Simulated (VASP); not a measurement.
Write the native input for VASP 6.6.1 that does the following.

* Task: band structure
* Functional: PBE0
* Potentials or basis: VASP PAW PBE potentials, release 64 (Mg)
* Cutoff: 520 eV
* k mesh: 5 × 5 × 3
* Occupations: fermi-dirac, width 0.05 eV
* Spin: no spin polarisation
* Grid for exact exchange (PRECFOCK): Normal
* Exchange at q = 0: default
* Further INCAR settings: ALGO = Normal; EDIFF = 1e-07; NBANDS = 9

Mg:

```
CELL_PARAMETERS angstrom
3.20930 0.00000 0.00000
-1.60465 2.77934 0.00000
0.00000 0.00000 5.21030
ATOMIC_POSITIONS crystal
Mg 0.66667 0.33333 0.75000
Mg 0.33333 0.66667 0.25000
```

One way to write it, as run:

POSCAR

```
Mg
1.0
    3.2093000000      0.0000000000      0.0000000000
   -1.6046500000      2.7793353284      0.0000000000
    0.0000000000      0.0000000000      5.2103000000
Mg
2
Direct
    0.6666666667      0.3333333333      0.7500000000
    0.3333333333      0.6666666667      0.2500000000
```

INCAR.step1

```
PREC     = Accurate       # precision mode
ENCUT    = 520            # plane-wave cutoff, eV
EDIFF    = 1E-5           # SCF threshold, eV
ISMEAR   = -1             # smearing method
SIGMA    = 0.05           # smearing width, eV
LREAL    = False          # projectors in reciprocal space
LASPH    = True           # aspherical terms in the spheres
NELM     = 60             # most SCF steps
ALGO     = Normal         # electronic algorithm
ISIF     = 2              # what is computed and relaxed
LWAVE    = True           # write WAVECAR
LCHARG   = False          # write CHGCAR
NBANDS   = 9              # bands
GGA      = PE             # functional
```

INCAR.step2

```
PREC     = Accurate       # precision mode
ENCUT    = 520            # plane-wave cutoff, eV
EDIFF    = 1E-7           # SCF threshold, eV
ISMEAR   = -1             # smearing method
SIGMA    = 0.05           # smearing width, eV
LREAL    = False          # projectors in reciprocal space
LASPH    = True           # aspherical terms in the spheres
NELM     = 60             # most SCF steps
ALGO     = Normal         # electronic algorithm
ISIF     = 2              # what is computed and relaxed
LWAVE    = False          # write WAVECAR
LCHARG   = False          # write CHGCAR
GGA      = PE             # functional
LHFCALC  = True           # exact exchange
AEXX     = 0.25           # exact-exchange fraction
PRECFOCK = Normal       
NBANDS   = 9              # bands
ISTART   = 1
```

KPOINTS

```
regular mesh
0
Gamma
  5 5 3
```

KPOINTS_OPT

```
path GMKGALHA,LM,KH
8
line-mode
reciprocal
 0.0000000000  0.0000000000  0.0000000000  G
 0.5000000000  0.0000000000  0.0000000000  M

 0.5000000000  0.0000000000  0.0000000000  M
 0.3333333333  0.3333333333  0.0000000000  K

 0.3333333333  0.3333333333  0.0000000000  K
 0.0000000000  0.0000000000  0.0000000000  G

 0.0000000000  0.0000000000  0.0000000000  G
 0.0000000000  0.0000000000  0.5000000000  A

 0.0000000000  0.0000000000  0.5000000000  A
 0.5000000000  0.0000000000  0.5000000000  L

 0.5000000000  0.0000000000  0.5000000000  L
 0.3333333333  0.3333333333  0.5000000000  H

 0.3333333333  0.3333333333  0.5000000000  H
 0.0000000000  0.0000000000  0.5000000000  A

 0.5000000000  0.0000000000  0.5000000000  L
 0.5000000000  0.0000000000  0.0000000000  M

 0.3333333333  0.3333333333  0.0000000000  K
 0.3333333333  0.3333333333  0.5000000000  H
```

Potentials or basis: VASP PAW PBE potentials, release 64 (Mg).

Run with:

```bash
$ cat potpaw_PBE.64/Mg/POTCAR > POTCAR
$ cp INCAR.step1 INCAR
$ mpirun -np 1 vasp_std > vasp.out
$ cp INCAR.step2 INCAR
$ mpirun -np 1 vasp_std > vasp.out
```

Results of the run:

```
Pressure : -0.8 GPa
```

Caveat: the k mesh is coarse (spacing up to 0.45 Å⁻¹), so the values aren't converged, least of all with exact exchange; an unscreened hybrid on a path of extra k points without a Coulomb cutoff has errors near the mesh points, so the bands along the path aren't reliable; the PAW data sets were made with another functional, which shifts forces and pressure a little.

Wall time 7.2 min on 1 thread of Intel(R) Xeon(R) Platinum 8259CL CPU @ 2.50GHz (Skylake/Cascade Lake), with other jobs on the host, peak memory 0.2 GiB.
